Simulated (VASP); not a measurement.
# K (Pm-3m) in VASP: further runs, part 3 of 6

VASP 6.6.1.

### 31 Equation of state, PBE, 82.49 Å³/atom

The input, INCAR:

```
SYSTEM = K
ADDGRID = .False.
ALGO = Normal
EDIFF = 1E-6
ENCUT = 250
GGA = PE
ISIF = 2
ISMEAR = 0
LASPH = .True.
LCHARG = .False.
LREAL = .False.
LWAVE = .False.
NELM = 100
PREC = Accurate
SIGMA = 0.2
```

The input, KPOINTS:

```
k-points
0
Gamma
  7 7 7
  0 0 0
```

The input, POSCAR:

```
K
1.0
    4.3531198844      0.0000000000      0.0000000000
    0.0000000000      4.3531198844      0.0000000000
    0.0000000000      0.0000000000      4.3531198844
K
1
Direct
    0.0000000000      0.0000000000      0.0000000000
```

Started as:

```bash
cat potpaw_PBE.64/K_sv/POTCAR > POTCAR
mpirun -np 1 vasp_std > vasp.out
```

Run time: 3 s. Hardware: 1 thread of Intel Xeon Platinum 8488C (Sapphire Rapids), shared host; peak memory 0.12 GiB.

The run converged, but a check on its numbers failed (symmetry, net force, bounds or a known fault of this set-up), so they aren't taken as properties of the crystal.

Caveat: the cutoff lies under the usual one of these potentials, so the numbers hold a large basis-set error.

### 32 Equation of state, PBE, 77.68 Å³/atom

Changes to INCAR since step 31:

```diff
@@ -4,3 +4,3 @@
 EDIFF = 1E-6
-ENCUT = 250
+ENCUT = 500
 GGA = PE
```

The input, KPOINTS:

```
k-points
0
Gamma
  5 5 5
  0 0 0
```

The input, POSCAR:

```
K
1.0
    4.2668967202      0.0000000000      0.0000000000
    0.0000000000      4.2668967202      0.0000000000
    0.0000000000      0.0000000000      4.2668967202
K
1
Direct
    0.0000000000      0.0000000000      0.0000000000
```

Started as:

```bash
cat potpaw_PBE.64/K_sv/POTCAR > POTCAR
mpirun -np 1 vasp_std > vasp.out
```

Run time: 4.6 s. Hardware: 1 thread of Intel Xeon Platinum 8488C (Sapphire Rapids), shared host; peak memory 0.16 GiB.

These settings aren't checked as converged: the numbers below hold their error.

What came out:

```
Free energy            : -0.9402 eV
Pressure               : 0.1 GPa
Band gap on the k mesh : none (metal or under the smearing width)
```

### 33 Equation of state, PBE, 82.49 Å³/atom

INCAR is that of step 32.

KPOINTS is that of step 32.

The input, POSCAR:

```
K
1.0
    4.3531198844      0.0000000000      0.0000000000
    0.0000000000      4.3531198844      0.0000000000
    0.0000000000      0.0000000000      4.3531198844
K
1
Direct
    0.0000000000      0.0000000000      0.0000000000
```

Potentials or basis: VASP PAW PBE potentials, release 64 (K_sv).

Started as:

```bash
cat potpaw_PBE.64/K_sv/POTCAR > POTCAR
mpirun -np 1 vasp_std > vasp.out
```

Run time: 4.7 s. Hardware: 1 thread of Intel Xeon Platinum 8488C (Sapphire Rapids), shared host; peak memory 0.16 GiB.

These settings aren't checked as converged: the numbers below hold their error.

What came out:

```
Free energy            : -0.9403 eV
Pressure               : -0.1 GPa
Band gap on the k mesh : none (metal or under the smearing width)
```

### 34 Equation of state, PBE, 77.68 Å³/atom

Changes to INCAR since step 33:

```diff
@@ -4,3 +4,3 @@
 EDIFF = 1E-6
-ENCUT = 500
+ENCUT = 350
 GGA = PE
```

The input, KPOINTS:

```
k-points
0
Gamma
  6 6 6
  0 0 0
```

The input, POSCAR:

```
K
1.0
    4.2668967202      0.0000000000      0.0000000000
    0.0000000000      4.2668967202      0.0000000000
    0.0000000000      0.0000000000      4.2668967202
K
1
Direct
    0.0000000000      0.0000000000      0.0000000000
```

Started as:

```bash
cat potpaw_PBE.64/K_sv/POTCAR > POTCAR
mpirun -np 1 vasp_std > vasp.out
```

It took 5.3 s on 1 thread of Intel Xeon Platinum 8488C (Sapphire Rapids), shared host; peak memory 0.14 GiB.

The run converged, but some of its settings lie outside the range that counts as converged, so its numbers aren't taken as properties of the crystal.

Results:

```
Free energy            : -0.9446 eV
Pressure               : 0.0 GPa
Band gap on the k mesh : none (metal or under the smearing width)
```

### 35 Equation of state, PBE, 82.49 Å³/atom

INCAR is that of step 34.

KPOINTS is that of step 34.

The input, POSCAR:

```
K
1.0
    4.3531198844      0.0000000000      0.0000000000
    0.0000000000      4.3531198844      0.0000000000
    0.0000000000      0.0000000000      4.3531198844
K
1
Direct
    0.0000000000      0.0000000000      0.0000000000
```

Started as:

```bash
cat potpaw_PBE.64/K_sv/POTCAR > POTCAR
mpirun -np 1 vasp_std > vasp.out
```

Wall time 5.3 s (1 thread of Intel Xeon Platinum 8488C (Sapphire Rapids), shared host); peak memory 0.14 GiB.

The run converged, but some of its settings lie outside the range that counts as converged, so its numbers aren't taken as properties of the crystal.

Results:

```yaml
Free_energy: -0.9442 eV
Pressure: -0.1 GPa
Band_gap_on_the_k_mesh: none (metal or under the smearing width)
```

### 36 Equation of state, PBE, 77.68 Å³/atom

Changes to INCAR since step 35:

```diff
@@ -4,3 +4,3 @@
 EDIFF = 1E-6
-ENCUT = 350
+ENCUT = 400
 GGA = PE
```

KPOINTS is that of step 35.

The input, POSCAR:

```
K
1.0
    4.2668967202      0.0000000000      0.0000000000
    0.0000000000      4.2668967202      0.0000000000
    0.0000000000      0.0000000000      4.2668967202
K
1
Direct
    0.0000000000      0.0000000000      0.0000000000
```

Potentials or basis: VASP PAW PBE potentials, release 64 (K_sv).

Started as:

```bash
cat potpaw_PBE.64/K_sv/POTCAR > POTCAR
mpirun -np 1 vasp_std > vasp.out
```

It took 5.3 s on 1 thread of Intel Xeon Platinum 8488C (Sapphire Rapids), shared host; peak memory 0.14 GiB.

The run converged, but some of its settings lie outside the range that counts as converged, so its numbers aren't taken as properties of the crystal.

What came out:

| Property | Result |
| --- | --- |
| Free energy | -0.9453 eV |
| Pressure | 0.1 GPa |
| Band gap on the k mesh | none (metal or under the smearing width) |

### 37 Equation of state, PBE, 82.49 Å³/atom

INCAR is that of step 36.

KPOINTS is that of step 36.

The input, POSCAR:

```
K
1.0
    4.3531198844      0.0000000000      0.0000000000
    0.0000000000      4.3531198844      0.0000000000
    0.0000000000      0.0000000000      4.3531198844
K
1
Direct
    0.0000000000      0.0000000000      0.0000000000
```

Started as:

```bash
cat potpaw_PBE.64/K_sv/POTCAR > POTCAR
mpirun -np 1 vasp_std > vasp.out
```

Wall time 5.5 s (1 thread of Intel Xeon Platinum 8488C (Sapphire Rapids), shared host); peak memory 0.14 GiB.

The run converged, but some of its settings lie outside the range that counts as converged, so its numbers aren't taken as properties of the crystal.

What came out:

```
Free energy            : -0.9448 eV
Pressure               : -0.1 GPa
Band gap on the k mesh : none (metal or under the smearing width)
```

### 38 Equation of state, PBE, 77.68 Å³/atom

Changes to INCAR since step 37:

```diff
@@ -14,2 +14,2 @@
 PREC = Accurate
-SIGMA = 0.2
+SIGMA = 0.4
```

KPOINTS is that of step 37.

The input, POSCAR:

```
K
1.0
    4.2668967202      0.0000000000      0.0000000000
    0.0000000000      4.2668967202      0.0000000000
    0.0000000000      0.0000000000      4.2668967202
K
1
Direct
    0.0000000000      0.0000000000      0.0000000000
```

Started as:

```bash
cat potpaw_PBE.64/K_sv/POTCAR > POTCAR
mpirun -np 1 vasp_std > vasp.out
```

Wall time 5.4 s (1 thread of Intel Xeon Platinum 8488C (Sapphire Rapids), shared host); peak memory 0.14 GiB.

These settings aren't checked as converged: the numbers below hold their error.

Results:

- Free energy: -0.9724 eV
- Pressure: 0.1 GPa
- Band gap on the k mesh: none (metal or under the smearing width)

### 39 Equation of state, PBE, 82.49 Å³/atom

INCAR is that of step 38.

KPOINTS is that of step 38.

The input, POSCAR:

```
K
1.0
    4.3531198844      0.0000000000      0.0000000000
    0.0000000000      4.3531198844      0.0000000000
    0.0000000000      0.0000000000      4.3531198844
K
1
Direct
    0.0000000000      0.0000000000      0.0000000000
```

Potentials or basis: VASP PAW PBE potentials, release 64 (K_sv).

Started as:

```bash
cat potpaw_PBE.64/K_sv/POTCAR > POTCAR
mpirun -np 1 vasp_std > vasp.out
```

Wall time 5.7 s (1 thread of Intel Xeon Platinum 8488C (Sapphire Rapids), shared host); peak memory 0.15 GiB.

These settings aren't checked as converged: the numbers below hold their error.

Results:

- Free energy: -0.9725 eV
- Pressure: -0.1 GPa
- Band gap on the k mesh: none (metal or under the smearing width)

### 40 Equation of state, PBE, 77.68 Å³/atom

Changes to INCAR since step 39:

```diff
@@ -14,2 +14,2 @@
 PREC = Accurate
-SIGMA = 0.4
+SIGMA = 0.1
```

KPOINTS is that of step 39.

The input, POSCAR:

```
K
1.0
    4.2668967202      0.0000000000      0.0000000000
    0.0000000000      4.2668967202      0.0000000000
    0.0000000000      0.0000000000      4.2668967202
K
1
Direct
    0.0000000000      0.0000000000      0.0000000000
```

Started as:

```bash
cat potpaw_PBE.64/K_sv/POTCAR > POTCAR
mpirun -np 1 vasp_std > vasp.out
```

Run time: 5.7 s. Hardware: 1 thread of Intel Xeon Platinum 8488C (Sapphire Rapids), shared host; peak memory 0.15 GiB.

The run converged, but some of its settings lie outside the range that counts as converged, so its numbers aren't taken as properties of the crystal.

What came out:

| Quantity | Value |
| --- | --- |
| Free energy | -0.9368 eV |
| Pressure | 0.0 GPa |
| Band gap on the k mesh | none (metal or under the smearing width) |

### 41 Equation of state, PBE, 82.49 Å³/atom

INCAR is that of step 40.

KPOINTS is that of step 40.

The input, POSCAR:

```
K
1.0
    4.3531198844      0.0000000000      0.0000000000
    0.0000000000      4.3531198844      0.0000000000
    0.0000000000      0.0000000000      4.3531198844
K
1
Direct
    0.0000000000      0.0000000000      0.0000000000
```

Started as:

```bash
cat potpaw_PBE.64/K_sv/POTCAR > POTCAR
mpirun -np 1 vasp_std > vasp.out
```

Wall time 5.3 s (1 thread of Intel Xeon Platinum 8488C (Sapphire Rapids), shared host); peak memory 0.14 GiB.

These settings aren't checked as converged: the numbers below hold their error.

Results:

| Quantity | Value |
| --- | --- |
| Free energy | -0.9360 eV |
| Pressure | -0.1 GPa |
| Band gap on the k mesh | none (metal or under the smearing width) |

### 42 Equation of state, PBE, 77.68 Å³/atom

Changes to INCAR since step 41:

```diff
@@ -14,2 +14,2 @@
 PREC = Accurate
-SIGMA = 0.1
+SIGMA = 0.05
```

KPOINTS is that of step 41.

The input, POSCAR:

```
K
1.0
    4.2668967202      0.0000000000      0.0000000000
    0.0000000000      4.2668967202      0.0000000000
    0.0000000000      0.0000000000      4.2668967202
K
1
Direct
    0.0000000000      0.0000000000      0.0000000000
```

Potentials or basis: VASP PAW PBE potentials, release 64 (K_sv).

Started as:

```bash
cat potpaw_PBE.64/K_sv/POTCAR > POTCAR
mpirun -np 1 vasp_std > vasp.out
```

It took 5.2 s on 1 thread of Intel Xeon Platinum 8488C (Sapphire Rapids), shared host; peak memory 0.14 GiB.

The run converged, but some of its settings lie outside the range that counts as converged, so its numbers aren't taken as properties of the crystal.

Results:

```
Free energy            : -0.9335 eV
Pressure               : 0.0 GPa
Band gap on the k mesh : none (metal or under the smearing width)
```

### 43 Equation of state, PBE, 82.49 Å³/atom

INCAR is that of step 42.

KPOINTS is that of step 42.

The input, POSCAR:

```
K
1.0
    4.3531198844      0.0000000000      0.0000000000
    0.0000000000      4.3531198844      0.0000000000
    0.0000000000      0.0000000000      4.3531198844
K
1
Direct
    0.0000000000      0.0000000000      0.0000000000
```

Started as:

```bash
cat potpaw_PBE.64/K_sv/POTCAR > POTCAR
mpirun -np 1 vasp_std > vasp.out
```

Wall time 5.2 s (1 thread of Intel Xeon Platinum 8488C (Sapphire Rapids), shared host); peak memory 0.14 GiB.

The run converged, but some of its settings lie outside the range that counts as converged, so its numbers aren't taken as properties of the crystal.

What came out:

* Free energy: -0.9328 eV
* Pressure: -0.1 GPa
* Band gap on the k mesh: none (metal or under the smearing width)

### 44 Equation of state, PBE, 77.68 Å³/atom

Changes to INCAR since step 43:

```diff
@@ -14,2 +14,2 @@
 PREC = Accurate
-SIGMA = 0.05
+SIGMA = 0.02
```

KPOINTS is that of step 43.

The input, POSCAR:

```
K
1.0
    4.2668967202      0.0000000000      0.0000000000
    0.0000000000      4.2668967202      0.0000000000
    0.0000000000      0.0000000000      4.2668967202
K
1
Direct
    0.0000000000      0.0000000000      0.0000000000
```

Started as:

```bash
cat potpaw_PBE.64/K_sv/POTCAR > POTCAR
mpirun -np 1 vasp_std > vasp.out
```

Wall time 5.1 s (1 thread of Intel Xeon Platinum 8488C (Sapphire Rapids), shared host); peak memory 0.15 GiB.

The run converged, but some of its settings lie outside the range that counts as converged, so its numbers aren't taken as properties of the crystal.

Results:

| Property | Result |
| --- | --- |
| Free energy | -0.9316 eV |
| Pressure | 0.0 GPa |
| Band gap on the k mesh | none (metal or under the smearing width) |

### 45 Equation of state, PBE, 82.49 Å³/atom

INCAR is that of step 44.

KPOINTS is that of step 44.

The input, POSCAR:

```
K
1.0
    4.3531198844      0.0000000000      0.0000000000
    0.0000000000      4.3531198844      0.0000000000
    0.0000000000      0.0000000000      4.3531198844
K
1
Direct
    0.0000000000      0.0000000000      0.0000000000
```

Potentials or basis: VASP PAW PBE potentials, release 64 (K_sv).

Started as:

```bash
cat potpaw_PBE.64/K_sv/POTCAR > POTCAR
mpirun -np 1 vasp_std > vasp.out
```

Wall time 5.2 s (1 thread of Intel Xeon Platinum 8488C (Sapphire Rapids), shared host); peak memory 0.15 GiB.

These settings aren't checked as converged: the numbers below hold their error.

Results:

| Property | Result |
| --- | --- |
| Free energy | -0.9309 eV |
| Pressure | -0.1 GPa |
| Band gap on the k mesh | none (metal or under the smearing width) |

### 46 Equation of state, PBE, 77.68 Å³/atom

Changes to INCAR since step 45:

```diff
@@ -13,3 +13,3 @@
 NELM = 100
-PREC = Accurate
-SIGMA = 0.02
+PREC = Low
+SIGMA = 0.2
```

KPOINTS is that of step 45.

The input, POSCAR:

```
K
1.0
    4.2668967202      0.0000000000      0.0000000000
    0.0000000000      4.2668967202      0.0000000000
    0.0000000000      0.0000000000      4.2668967202
K
1
Direct
    0.0000000000      0.0000000000      0.0000000000
```

Started as:

```bash
cat potpaw_PBE.64/K_sv/POTCAR > POTCAR
mpirun -np 1 vasp_std > vasp.out
```

It took 3 s on 1 thread of Intel Xeon Platinum 8488C (Sapphire Rapids), shared host; peak memory 0.11 GiB.

The run converged, but some of its settings lie outside the range that counts as converged, so its numbers aren't taken as properties of the crystal.

Results:

```
Free energy            : -0.9457 eV
Pressure               : 0.0 GPa
Band gap on the k mesh : none (metal or under the smearing width)
```

### 47 Equation of state, PBE, 82.49 Å³/atom

INCAR is that of step 46.

KPOINTS is that of step 46.

The input, POSCAR:

```
K
1.0
    4.3531198844      0.0000000000      0.0000000000
    0.0000000000      4.3531198844      0.0000000000
    0.0000000000      0.0000000000      4.3531198844
K
1
Direct
    0.0000000000      0.0000000000      0.0000000000
```

Started as:

```bash
cat potpaw_PBE.64/K_sv/POTCAR > POTCAR
mpirun -np 1 vasp_std > vasp.out
```

It took 3.2 s on 1 thread of Intel Xeon Platinum 8488C (Sapphire Rapids), shared host; peak memory 0.11 GiB.

The run converged, but some of its settings lie outside the range that counts as converged, so its numbers aren't taken as properties of the crystal.

What came out:

- Free energy: -0.9450 eV
- Pressure: -0.1 GPa
- Band gap on the k mesh: none (metal or under the smearing width)

### 48 Equation of state, PBE, 77.68 Å³/atom

Changes to INCAR since step 47:

```diff
@@ -13,3 +13,3 @@
 NELM = 100
-PREC = Low
+PREC = Normal
 SIGMA = 0.2
```

KPOINTS is that of step 47.

The input, POSCAR:

```
K
1.0
    4.2668967202      0.0000000000      0.0000000000
    0.0000000000      4.2668967202      0.0000000000
    0.0000000000      0.0000000000      4.2668967202
K
1
Direct
    0.0000000000      0.0000000000      0.0000000000
```

Potentials or basis: VASP PAW PBE potentials, release 64 (K_sv).

Started as:

```bash
cat potpaw_PBE.64/K_sv/POTCAR > POTCAR
mpirun -np 1 vasp_std > vasp.out
```

Run time: 3.2 s. Hardware: 1 thread of Intel Xeon Platinum 8488C (Sapphire Rapids), shared host; peak memory 0.13 GiB.

The run converged, but some of its settings lie outside the range that counts as converged, so its numbers aren't taken as properties of the crystal.

Results:

| Property | Result |
| --- | --- |
| Free energy | -0.9453 eV |
| Pressure | 0.1 GPa |
| Band gap on the k mesh | none (metal or under the smearing width) |

### 49 Equation of state, PBE, 82.49 Å³/atom

INCAR is that of step 48.

KPOINTS is that of step 48.

The input, POSCAR:

```
K
1.0
    4.3531198844      0.0000000000      0.0000000000
    0.0000000000      4.3531198844      0.0000000000
    0.0000000000      0.0000000000      4.3531198844
K
1
Direct
    0.0000000000      0.0000000000      0.0000000000
```

Started as:

```bash
cat potpaw_PBE.64/K_sv/POTCAR > POTCAR
mpirun -np 1 vasp_std > vasp.out
```

Wall time 3.2 s (1 thread of Intel Xeon Platinum 8488C (Sapphire Rapids), shared host); peak memory 0.13 GiB.

These settings aren't checked as converged: the numbers below hold their error.

What came out:

```
Free energy            : -0.9448 eV
Pressure               : -0.1 GPa
Band gap on the k mesh : none (metal or under the smearing width)
```

### 50 Equation of state, PBE, 77.68 Å³/atom

Changes to INCAR since step 49:

```diff
@@ -10,6 +10,6 @@
 LCHARG = .False.
-LREAL = .False.
+LREAL = Auto
 LWAVE = .False.
 NELM = 100
-PREC = Normal
+PREC = Accurate
 SIGMA = 0.2
```

KPOINTS is that of step 49.

The input, POSCAR:

```
K
1.0
    4.2668967202      0.0000000000      0.0000000000
    0.0000000000      4.2668967202      0.0000000000
    0.0000000000      0.0000000000      4.2668967202
K
1
Direct
    0.0000000000      0.0000000000      0.0000000000
```

Started as:

```bash
cat potpaw_PBE.64/K_sv/POTCAR > POTCAR
mpirun -np 1 vasp_std > vasp.out
```

It took 6.8 s on 1 thread of Intel Xeon Platinum 8488C (Sapphire Rapids), shared host; peak memory 0.15 GiB.

These settings aren't checked as converged: the numbers below hold their error.

What came out:

```
Free energy            : -0.9455 eV
Pressure               : 0.1 GPa
Band gap on the k mesh : none (metal or under the smearing width)
```

### 51 Equation of state, PBE, 82.49 Å³/atom

INCAR is that of step 50.

KPOINTS is that of step 50.

The input, POSCAR:

```
K
1.0
    4.3531198844      0.0000000000      0.0000000000
    0.0000000000      4.3531198844      0.0000000000
    0.0000000000      0.0000000000      4.3531198844
K
1
Direct
    0.0000000000      0.0000000000      0.0000000000
```

Potentials or basis: VASP PAW PBE potentials, release 64 (K_sv).

Started as:

```bash
cat potpaw_PBE.64/K_sv/POTCAR > POTCAR
mpirun -np 1 vasp_std > vasp.out
```

Wall time 6.6 s (1 thread of Intel Xeon Platinum 8488C (Sapphire Rapids), shared host); peak memory 0.14 GiB.

The run converged, but some of its settings lie outside the range that counts as converged, so its numbers aren't taken as properties of the crystal.

What came out:

| Item | Value |
| --- | --- |
| Free energy | -0.9450 eV |
| Pressure | -0.1 GPa |
| Band gap on the k mesh | none (metal or under the smearing width) |

### 52 Equation of state, PBE, 77.68 Å³/atom

Changes to INCAR since step 51:

```diff
@@ -3,3 +3,3 @@
 ALGO = Normal
-EDIFF = 1E-6
+EDIFF = 0.01
 ENCUT = 400
@@ -10,3 +10,3 @@
 LCHARG = .False.
-LREAL = Auto
+LREAL = .False.
 LWAVE = .False.
```

KPOINTS is that of step 51.

The input, POSCAR:

```
K
1.0
    4.2668967202      0.0000000000      0.0000000000
    0.0000000000      4.2668967202      0.0000000000
    0.0000000000      0.0000000000      4.2668967202
K
1
Direct
    0.0000000000      0.0000000000      0.0000000000
```

Started as:

```bash
cat potpaw_PBE.64/K_sv/POTCAR > POTCAR
mpirun -np 1 vasp_std > vasp.out
```

Run time: 3.1 s. Hardware: 1 thread of Intel Xeon Platinum 8488C (Sapphire Rapids), shared host; peak memory 0.14 GiB.

These settings aren't checked as converged: the numbers below hold their error.

Results:

```yaml
Free_energy: -0.9458 eV
Pressure: -0.6 GPa
Band_gap_on_the_k_mesh: none (metal or under the smearing width)
```

### 53 Equation of state, PBE, 82.49 Å³/atom

INCAR is that of step 52.

KPOINTS is that of step 52.

The input, POSCAR:

```
K
1.0
    4.3531198844      0.0000000000      0.0000000000
    0.0000000000      4.3531198844      0.0000000000
    0.0000000000      0.0000000000      4.3531198844
K
1
Direct
    0.0000000000      0.0000000000      0.0000000000
```

Started as:

```bash
cat potpaw_PBE.64/K_sv/POTCAR > POTCAR
mpirun -np 1 vasp_std > vasp.out
```

Run time: 3.2 s. Hardware: 1 thread of Intel Xeon Platinum 8488C (Sapphire Rapids), shared host; peak memory 0.14 GiB.

The run converged, but some of its settings lie outside the range that counts as converged, so its numbers aren't taken as properties of the crystal.

What came out:

| Property | Result |
| --- | --- |
| Free energy | -0.9452 eV |
| Pressure | -0.7 GPa |
| Band gap on the k mesh | none (metal or under the smearing width) |

(Part 3 of 6 ends here.)
